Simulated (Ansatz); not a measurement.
A plane-wave DFT run in Ansatz 0.2.0 (scalar-relativistic PAW potentials unless the input names others): input and command.

```yaml
crystal:
  lattice:
    - [-3.1302395629, 0.0, 0.0]
    - [-1.5651197814, -2.7108669814, 0.0]
    - [-3.1303960749, -1.8073350165, 10.0359593112]
  atoms:
    - { symbol: Al, position: [-0.2697730596, -0.2697730596, 0.9046143587] }
    - { symbol: Al, position: [0.0635769404, 0.0635769404, 0.4046143587] }
    - { symbol: Al, position: [0.5635852737, 0.5635852737, 0.1546143587] }
    - { symbol: Al, position: [0.2302352737, 0.2302352737, 0.6546143587] }
    - { symbol: "N", position: [0.2697397263, 0.2697397263, 0.0953856413] }
    - { symbol: "N", position: [-0.0636102737, -0.0636102737, 0.5953856413] }
    - { symbol: "N", position: [0.4363980596, 0.4363980596, 0.3453856413] }
    - { symbol: "N", position: [0.1030480596, 0.1030480596, 0.8453856413] }
kpoints:
  mp_grid: { grid: [8, 8, 3] }
hamiltonian:
  xc: pbe
scf:
  occupations: { method: gaussian, width: 0.05 }
output:
  forces: true
  eigenvalues: true
  stress: true
magnetization:
  spin_polarized: true
accuracy: medium
```

```bash
ansatz run input.yaml --threads 2 --pin off --max-ram 5120MiB --backend cpu --events-out ev --progress --plain --runs-dir out
```

Abridged log:
```
Basis set: ecut = 420 eV, 1641 PW (Γ), exchange–correlation on 48×48×144 points (8 copies of the dense FFT grid, shifted against one another)
Bands: 24, of which v1, the nominal top of the filled ones, is band 16 counted from 1 (15 counted from 0)
Symmetry: 2 space group operations
k-points: 57 of 192 (time reversal used)
SCF iter   1: F=—  HF=-3700.808699 eV  |F-HF|=—  |Δ(HF+E_count)|=         —  Δρ=6.62e-2 (↑6.62e-2 ↓6.62e-2) dr2=1.86e1  dr2_m=0.00e0  M=0.000 μB ∫|m|=0.000 μB  β_m=0.30  ethr=3.10e-3  ⟨swp⟩=6.6  Hψ=7324  notcnv=0  defer=8
SCF iter   2: F=—  HF=-3695.740491 eV  |F-HF|=—  |Δ(HF+E_count)|=    5.07e0  Δρ=2.14e-2 (↑2.14e-2 ↓2.14e-2) dr2=1.32e0  dr2_m=0.00e0  M=0.000 μB ∫|m|=0.000 μB  β_m=0.34  ethr=3.10e-3  ⟨swp⟩=3.0  Hψ=3294  notcnv=0  defer=177
SCF iter   3: F=—  HF=-3695.465900 eV  |F-HF|=—  |Δ(HF+E_count)|=   2.75e-1  Δρ=1.36e-2 (↑1.34e-2 ↓1.36e-2) dr2=3.11e-1  dr2_m=8.67e-5  M=0.029 μB ∫|m|=0.029 μB  ethr=3.10e-3  ⟨swp⟩=2.6  Hψ=2323  notcnv=0  defer=175
Mixer restart at iter 3: flushing history
SCF iter   4: F=—  HF=-3695.509306 eV  |F-HF|=—  |Δ(HF+E_count)|=         —  Δρ=1.36e-2 (↑1.36e-2 ↓1.35e-2) dr2=3.14e-1  dr2_m=7.52e-5  M=0.000 μB ∫|m|=0.004 μB  β_m=0.34  ethr=9.72e-4  ⟨swp⟩=3.0  Hψ=5623  notcnv=0  defer=218
Mixer restart at iter 4: flushing history
SCF iter   5: F=—  HF=-3695.485302 eV  |F-HF|=—  |Δ(HF+E_count)|=         —  Δρ=8.79e-3 (↑8.79e-3 ↓8.79e-3) dr2=1.32e-1  dr2_m=0.00e0  M=0.000 μB ∫|m|=0.000 μB  β_m=0.34  ethr=9.72e-4  ⟨swp⟩=5.2  Hψ=4464  notcnv=0  defer=43
SCF iter   6: F=—  HF=-3695.478081 eV  |F-HF|=—  |Δ(HF+E_count)|=   7.22e-3  Δρ=5.71e-3 (↑5.71e-3 ↓5.71e-3) dr2=5.60e-2  dr2_m=0.00e0  M=0.000 μB ∫|m|=0.000 μB  β_m=0.65  ethr=4.12e-4  ⟨swp⟩=1.1  Hψ=1829  notcnv=0  defer=154
SCF iter   7: F=—  HF=-3695.482013 eV  |F-HF|=—  |Δ(HF+E_count)|=   3.93e-3  Δρ=1.63e-3 (↑1.63e-3 ↓1.63e-3) dr2=2.68e-2  dr2_m=0.00e0  M=0.000 μB ∫|m|=0.000 μB  β_m=0.45  ethr=1.75e-4  ⟨swp⟩=2.8  Hψ=2111  notcnv=0  defer=172
SCF iter   8: F=—  HF=-3695.476270 eV  |F-HF|=—  |Δ(HF+E_count)|=   5.74e-3  Δρ=1.95e-4 (↑1.95e-4 ↓1.95e-4) dr2=4.51e-5  dr2_m=0.00e0  M=0.000 μB ∫|m|=0.000 μB  β_m=0.65  ethr=8.38e-5  ⟨swp⟩=2.2  Hψ=1826  notcnv=0  defer=172
SCF iter   9: F=—  HF=-3695.475922 eV  |F-HF|=—  |Δ(HF+E_count)|=   3.49e-4  Δρ=6.92e-5 (↑6.92e-5 ↓6.92e-5) dr2=6.53e-6  dr2_m=0.00e0  M=0.000 μB ∫|m|=0.000 μB  β_m=0.78  ethr=1.41e-7  ⟨swp⟩=2.0  Hψ=2280  notcnv=0  defer=172
SCF iter  10: F=—  HF=-3695.475930 eV  |F-HF|=—  |Δ(HF+E_count)|=   8.38e-6  Δρ=3.91e-5 (↑3.91e-5 ↓3.91e-5) dr2=1.02e-5  dr2_m=0.00e0  M=0.000 μB ∫|m|=0.000 μB  β_m=0.78  ethr=2.04e-8  ⟨swp⟩=2.1  Hψ=1965  notcnv=0  defer=172
SCF iter  11: F=—  HF=-3695.475928 eV  |F-HF|=—  |Δ(HF+E_count)|=   2.23e-6  Δρ=1.17e-5 (↑1.17e-5 ↓1.17e-5) dr2=1.07e-6  dr2_m=0.00e0  M=0.000 μB ∫|m|=0.000 μB  β_m=0.59  ethr=2.04e-8  ⟨swp⟩=2.0  Hψ=1887  notcnv=0  defer=172
SCF iter  12: F=-3695.475928 eV  HF=-3695.475928 eV  |F-HF|=3.75e-9  |Δ(HF+E_count)|=   2.44e-7  Δρ=2.35e-6 (↑2.35e-6 ↓2.35e-6) dr2=1.46e-8  dr2_m=0.00e0  M=0.000 μB ∫|m|=0.000 μB  ethr=3.13e-10  ⟨swp⟩=7.9  Hψ=6774  notcnv=0
SCF 1 converged in 12 iterations: F = -3695.475928 eV  dr2 = 1.46e-8
SCF converged after 12 iterations
Magnetization: 0.0000 μB (16.0000 up, 16.0000 down)
Absolute magnetization: 0.0000 μB (∫|ρ↑−ρ↓|)
Spin contamination: 0.0000 ħ² per cell (⟨S²⟩ above its minimum at these occupations)
Per-site moments (μB) at R_I (Å): [(0.0, 0.78477675), (0.0, 0.78477675), (0.0, 0.78477675), (0.0, 0.78477675), (0.0, 0.78477675), (0.0, 0.78477675), (0.0, 0.78477675), (0.0, 0.78477675)]
Free energy (F): -3695.475928 eV
Harris-Foulkes:  -3695.475928 eV  (|F-HF|=3.75e-9)
Internal energy: -3695.475928 eV  (E = F + TS)
E sigma→0 (E₀):  -3695.475928 eV
Fermi energy:    8.690147 eV
--- Forces (eV/Å), atoms counted from 1 ---
  atom   1  Al     0.00034179     0.00019733    -1.07619683
  atom   2  Al    -0.00002845    -0.00001643    -0.03610591
  atom   3  Al    -0.00016949    -0.00009785     2.01336891
  atom   4  Al    -0.00002283    -0.00001318     0.00342501
  atom   5  N     -0.00008392    -0.00004845    -0.74512854
  atom   6  N      0.00000723     0.00000417    -0.02371963
  atom   7  N      0.00002530     0.00001461     0.01789683
  atom   8  N     -0.00007264    -0.00004194    -0.15359865
--- Stress (GPa, compression-positive) ---
       -5.456311      -0.001427      -0.000793
       -0.001427      -5.454663      -0.000458
       -0.000796      -0.000459       6.806395
  P = ⅓ Tr σ = -1.3682 GPa (-13.682 kbar)
```

Apart from outputs and empty bands, the input differs from a reference run on usual settings in magnetization: not typed → {"spin_polarized": true}; accuracy: not typed → "medium"; basis.ecutwfc: 420 → not typed. The reference, at the same geometry (not necessarily relaxed), gave pressure -1.37 GPa, largest force 2.013 eV/Å, gap on the mesh 2.94 eV. This run converged in 12 SCF iterations (reference: 7) with an energy at zero smearing within 0.01 meV/atom of the reference's, pressure -1.37 GPa, largest force 2.013 eV/Å, gap on the mesh 2.94 eV.

The run took 4.5 s on 2 threads of INTEL(R) XEON(R) PLATINUM 8581C CPU @ 2.30GHz (Emerald Rapids), on a shared host, peak memory 0.47 GiB.